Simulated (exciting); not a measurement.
A run of exciting (release sodium) is set up as follows.

Contents of input.xml:

```xml
<input>
  <title>Te</title>
  <structure speciespath="./" tshift="false">
    <crystal scale="1">
      <basevect>4.357527677288 2.515819777515 3.195439389793</basevect>
      <basevect>-4.357527677288 2.515819777515 3.195439389793</basevect>
      <basevect>0.000000000000 -5.031639555030 3.195439389793</basevect>
    </crystal>
    <species speciesfile="Te.xml" rmt="2.3">
      <atom coord="0.500000000000 0.500000000000 0.500000000000"/>
    </species>
  </structure>
  <groundstate do="fromscratch" ngridk="9 9 9" rgkmax="9" gmaxvr="14" lmaxapw="10" lmaxmat="10" lmaxvr="8" xctype="GGA_PBE" stype="Gaussian" swidth="0.00073499" nempty="8" ValenceRelativity="iora*" epsengy="1e-05" epspot="1e-05" maxscl="60" tforce="true" outputlevel="low"/>
</input>
```

Potentials or basis: all-electron LAPW+lo, shipped species files, valence relativity iora*.

Launch:

```console
$ OMP_NUM_THREADS=1 exciting_smp
```

(1) Predict the band gap on the k mesh.

Results:

(1) none (metal or under the smearing width).
